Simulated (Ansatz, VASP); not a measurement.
## SiC in VASP and in Ansatz

File INCAR:

```
SYSTEM = SiC
ALGO = Normal ; EDIFF = 1E-6
ENCUT = 520 ; GGA = PE
ISIF = 2 ; ISMEAR = 0
LASPH = .True. ; LCHARG = .False.
LREAL = .False. ; LWAVE = .False.
NBANDS = 16 ; NELM = 100
PREC = Accurate ; SIGMA = 0.05
```

The input KPOINTS:

```
k-points
0
Gamma
  6 6 4
  0 0 0
```

Contents of POSCAR:

```
SiC
1.0
    3.0759982064      0.0000000000      0.0000000000
   -1.5379991032      2.6638925888      0.0000000000
    0.0000000000      0.0000000000      5.0480000000
Si C
2 2
Direct
    0.3333333333      0.6666666667      0.0198098257
    0.6666666667      0.3333333333      0.5000000000
    0.3333333333      0.6666666667      0.3850000000
    0.6666666667      0.3333333333      0.8850000000
```

Input for Ansatz:

```yaml
crystal:
  lattice:
    - [3.0759982064, 0.0, 0.0]
    - [-1.5379991032, 2.6638925888, 0.0]
    - [0.0, 0.0, 5.048]
  atoms:
    - { symbol: Si, position: [0.3333333333, 0.6666666667, 0.0198098257] }
    - { symbol: Si, position: [0.6666666667, 0.3333333333, 0.5] }
    - { symbol: C, position: [0.3333333333, 0.6666666667, 0.385] }
    - { symbol: C, position: [0.6666666667, 0.3333333333, 0.885] }
basis:
  ecutwfc: 420
kpoints:
  mp_grid: { grid: [6, 6, 4] }
hamiltonian:
  xc: pbe
scf:
  occupations: { method: gaussian, width: 0.05 }
output:
  forces: true
  stress: true
  eigenvalues: true
```

Alike in both runs: task single point; functional PBE; k mesh 6 × 6 × 4; occupations gaussian, width 0.05 eV; no spin polarisation.

|  | VASP | Ansatz |
| --- | --- | --- |
| version | VASP 6.6.1 | Ansatz 0.2.0 |
| potentials or method | VASP PAW PBE potentials, release 64 (Si, C) | scalar-relativistic, plane waves, PAW |
| plane-wave cutoff (eV) | 520 | 420 |
| valence electrons in the cell | 16 | 16 |

|  | VASP | Ansatz | Ansatz less VASP |
| --- | --- | --- | --- |
| gap on the k mesh at the Fermi level (eV) | 2.11 | 2.12 | +0.003 |
| least direct gap on the mesh (eV) | 3.83 | 3.84 | +0.003 |
| pressure (GPa) | 3.8 | 3.8 | +0.05 |
| largest component of the traceless stress (GPa) | 0.44 | 0.43 | -0.011 |
| rms of the force components (eV/Å) | 0.754 | 0.757 | +0.0025 |

Atom by atom the forces differ by 0.003 eV/Å (rms over components).

Caveats: forces of over 1 eV/Å show positions far from the minimum, so gaps and moduli don't describe the material at rest. A k mesh can miss the band edges.
